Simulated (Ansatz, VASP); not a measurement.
**Cd2S in VASP and in Ansatz**

```xyz
3
Lattice="3.9627 0.0000 0.0000 -1.9813 3.4318 0.0000 0.0000 0.0000 5.8092" Properties=species:S:1:pos:R:3 pbc="T T T"
Cd    0.0000    2.2878    5.4183
Cd    1.9813    1.1439    3.3620
S     0.0000    2.2878    2.1245
```

The cell comes from a database or a generator and needn't be the stable form of this composition.

Alike in both runs: task single point; functional PBEsol; k mesh 8 × 8 × 5; occupations fermi-dirac, width 0.05 eV; no spin polarisation.

|  | VASP | Ansatz |
| --- | --- | --- |
| version | VASP 6.6.1 | Ansatz 0.2.0 |
| potentials or method | VASP PAW PBE potentials, release 64 (Cd, S) | Ansatz PAW |
| plane-wave cutoff (eV) | 520 | 420 |
| valence electrons in the cell | 30 | 46 |

```csv
,VASP,Ansatz,Ansatz less VASP
gap on the k mesh at the Fermi level (eV),0.22,0.22,+0.002
least direct gap on the mesh (eV),0.56,0.56,+0.001
pressure (GPa),-2.7,-3.0,-0.28
largest component of the traceless stress (GPa),0.47,0.55,+0.084
rms of the force components (eV/Å),0.055,0.063,+0.0080
```

Atom by atom the forces differ by 0.011 eV/Å (rms over components). The two sets of potentials don't hold the same shells in valence.

Caveats: the PAW data sets were made with another functional, which shifts forces and pressure a little (VASP); an odd mesh through Γ misses points on the zone boundary, where band edges often lie (VASP); odd divisions of the mesh miss points on the zone boundary, where band edges often lie, so the gap on the mesh can be too wide (Ansatz); the PAW data sets come from PBE, with cores solved anew for the run's functional, which leaves a small shift of forces and pressure (Ansatz). PBEsol gaps usually lie below the measured ones, often by a third to a half.
